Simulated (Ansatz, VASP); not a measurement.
## One calculation of KBr, two programs

```
CELL_PARAMETERS angstrom
0.00000 3.30000 3.30000
3.30000 0.00000 3.30000
3.30000 3.30000 0.00000
ATOMIC_POSITIONS crystal
Br 0.50000 0.50000 0.50000
K 0.00000 0.00000 0.00000
```

Alike in both runs: task single point; functional PBEsol; k mesh 6 × 6 × 6; occupations fermi-dirac, width 0.05 eV; no spin polarisation.

|  | VASP | Ansatz |
| --- | --- | --- |
| version | VASP 6.6.1 | Ansatz 0.2.0 |
| potentials or method | VASP PAW PBE potentials, release 64 (Br, K_sv), cutoff 520 eV | all-electron PAW datasets made for the crystal |

|  | VASP | Ansatz | Ansatz less VASP |
| --- | --- | --- | --- |
| gap on the k mesh at the Fermi level (eV) | 4.28 | 4.28 | +0.003 |
| least direct gap on the mesh (eV) | 4.28 | 4.28 | +0.003 |
| pressure (GPa) | -0.3 | -0.3 | -0.05 |

Ansatz ran all-electron here, so the differences hold the error of VASP's frozen core and of both bases.

Caveats: the PAW data sets were made with another functional, which shifts forces and pressure a little (VASP). Expect the measured gap to be larger: semilocal functionals such as PBEsol lack the derivative discontinuity.
